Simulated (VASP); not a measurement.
Set up this calculation in VASP 6.6.1, as the native input.

| Item | Value |
| --- | --- |
| Task | single point |
| Functional | PBE |
| Dispersion | TS |
| Potentials or basis | VASP PAW PBE potentials, release 64 (Mo_sv, S) |
| Cutoff | 520 eV |
| k mesh | 8 × 8 × 2 |
| Occupations | fermi-dirac, width 0.05 eV |
| Spin | no spin polarisation |
| Further INCAR settings | ALGO = Fast; EDIFF = 1e-06 |

The structure of MoS2 lies in POSCAR:

```
MoS2
1.0
    3.1610000000      0.0000000000      0.0000000000
   -1.5805000000      2.7375063014      0.0000000000
    0.0000000000      0.0000000000     13.7704000000
Mo S
2 4
Direct
    0.3333333333      0.6666666667      0.2500000000
    0.6666666667      0.3333333333      0.7500000000
    0.6666666667      0.3333333333      0.3636495672
    0.6666666667      0.3333333333      0.1363504328
    0.3333333333      0.6666666667      0.8636495672
    0.3333333333      0.6666666667      0.6363504328
```

The cell was built by a generator and needn't be a form met in nature.

One way to write it, as run:

INCAR

```
PREC = Accurate ; ENCUT = 520
EDIFF = 1E-6 ; ISMEAR = -1
SIGMA = 0.05 ; LREAL = F
LASPH = T ; NELM = 60
ALGO = Fast ; ISIF = 2
LWAVE = F ; LCHARG = F
GGA = PE ; IVDW = 2
```

KPOINTS

```
Automatic mesh
0
Gamma
  8 8 2
```

Potentials or basis: VASP PAW PBE potentials, release 64 (Mo_sv, S).

Run with:

```console
$ cat potpaw_PBE.64/Mo_sv/POTCAR potpaw_PBE.64/S/POTCAR > POTCAR
$ mpirun -np 1 vasp_std > vasp.out
```

Results of the run:

```yaml
Pressure: -0.8 GPa
Largest_force: 0.111 eV/Å
Band_gap_on_the_k_mesh: 1.52 eV, indirect (least direct gap 2.02 eV)
Hirshfeld_charges: Mo +0.23; S -0.11 e
Dispersion_energy_per_atom: -0.283 eV
```

Run time: 40 s on 1 thread of Intel(R) Xeon(R) 6975P-C (Granite Rapids) (shared host), peak memory 0.26 GiB.
